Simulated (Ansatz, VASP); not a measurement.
**Two plane-wave programs on AlAu**

File POSCAR:

```
AlAu
1.0
    3.2802667568      0.0000000000      0.0000000000
    0.0000000000      3.2802667568      0.0000000000
    0.0000000000      0.0000000000      3.2802667568
Al Au
1 1
Direct
    0.0000000000      0.0000000000      0.0000000000
    0.5000000000      0.5000000000      0.5000000000
```

The input INCAR.step1:

```
SYSTEM = AlAu
PREC = Accurate
ENCUT = 520
ISMEAR = 0
SIGMA = 0.05
LREAL = .FALSE.
LASPH = .TRUE.
NELM = 100
NBANDS = 14
GGA = PE
ALGO = Normal
EDIFF = 1E-4
LWAVE = .TRUE.
LCHARG = .FALSE.
```

The input INCAR.step2:

```
SYSTEM = AlAu
PREC = Accurate
ENCUT = 520
EDIFF = 1E-6
ISMEAR = 0
SIGMA = 0.05
LREAL = .FALSE.
LASPH = .TRUE.
NELM = 100
ALGO = Normal
ISIF = 2
LWAVE = .FALSE.
LCHARG = .TRUE.
METAGGA = R2SCAN
LMIXTAU = .TRUE.
LELF = .TRUE.
LVHAR = .TRUE.
NBANDS = 14
ISTART = 1
```

KPOINTS

```
Automatic mesh
0
G
  9 9 9
  0 0 0
```

Input for Ansatz:

```yaml
crystal:
  lattice:
    - [3.280266756810666, 0.0, 0.0]
    - [0.0, 3.280266756810666, 0.0]
    - [0.0, 0.0, 3.280266756810666]
  atoms:
    - { symbol: Al, position: [0.0, 0.0, 0.0] }
    - { symbol: Au, position: [0.5, 0.5, 0.5] }
accuracy: medium
basis:
  ecutwfc: 600.0
kpoints:
  mp_grid:
    grid: [9, 9, 9]
hamiltonian:
  xc: r2scan
scf:
  n_extra_bands: 6
  occupations:
    method: gaussian
    width: 0.05
output:
  stress: true
```

The cell comes from a database or a generator and needn't be the stable form of this composition.

Alike in both runs: task single point; functional r2SCAN; k mesh 9 × 9 × 9; occupations gaussian, width 0.05 eV; no spin polarisation.

|  | VASP | Ansatz |
| --- | --- | --- |
| version | VASP 6.6.1 | Ansatz 0.2.0 |
| potentials or method | VASP PAW PBE potentials, release 64 (Al, Au) | plane waves, PAW |
| plane-wave cutoff (eV) | 520 | 600 |
| valence electrons in the cell | 14 | 22 |

Ansatz gave:

- pressure (GPa): -9.9

Q: Which values does VASP return?

A: Pressure (GPa): -10.2.

The two sets of potentials don't hold the same shells in valence.

Caveats: the PAW data sets were made with another functional, which shifts forces and pressure a little (VASP). The runs have no spin-orbit coupling, so splittings on Au are missing.
